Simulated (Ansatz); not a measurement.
# CoSi2: the cost of one run

Computed with Ansatz 0.2.0 (DFT PBEsol, scalar-relativistic, plane waves, PAW, unless a step's input says otherwise).

1 further run of the same task is left out (set aside as unsound or not needed).

### Step 1. The system as given

Symmetry: Fm-3m, No. 225, cubic system. Conventional cell: a = 5.313 Å, b = 5.313 Å, c = 5.313 Å, α = 90.00°, β = 90.00°, γ = 90.00°. Co (site symmetry m-3m) is surrounded by 8 Si at 2.30 Å. Si (site symmetry -43m) is surrounded by 4 Co at 2.30 Å.

As a file:

```
CELL_PARAMETERS angstrom
0.00000 2.65625 2.65625
2.65625 0.00000 2.65625
2.65625 2.65625 0.00000
ATOMIC_POSITIONS crystal
Co 0.00000 0.00000 0.00000
Si 0.25000 0.25000 0.25000
Si 0.75000 0.75000 0.75000
```

It is the result of an earlier relaxation at this level (volume 12.49 Å³/atom; gap on the mesh: none (metal)).

### Step 2. The undisturbed cell

Contents of input.yaml:

```yaml
crystal:
  lattice:
    - [0.0, 2.656253972, 2.656253972]
    - [2.656253972, 0.0, 2.656253972]
    - [2.656253972, 2.656253972, 0.0]
  atoms:
    - { symbol: Co, position: [0.0, 0.0, 0.0] }
    - { symbol: Si, position: [0.25, 0.25, 0.25] }
    - { symbol: Si, position: [0.75, 0.75, 0.75] }
basis:
  ecutwfc: 420
kpoints:
  mp_grid: { grid: [18, 18, 18] }
hamiltonian:
  xc: pbesol
scf:
  occupations: { method: gaussian, width: 0.15 }
output:
  forces: true
  stress: true
  eigenvalues: true
```

Run with:

```console
ansatz run input.yaml --threads 1 --pin off --max-ram 2560MiB --backend cpu --events-out ev --progress --plain --runs-dir out
```

What time and memory should one allow on 1 thread of Intel Xeon 6975P-C (Granite Rapids), shared host?

About 3.5 s, with a peak of 0.42 GiB.
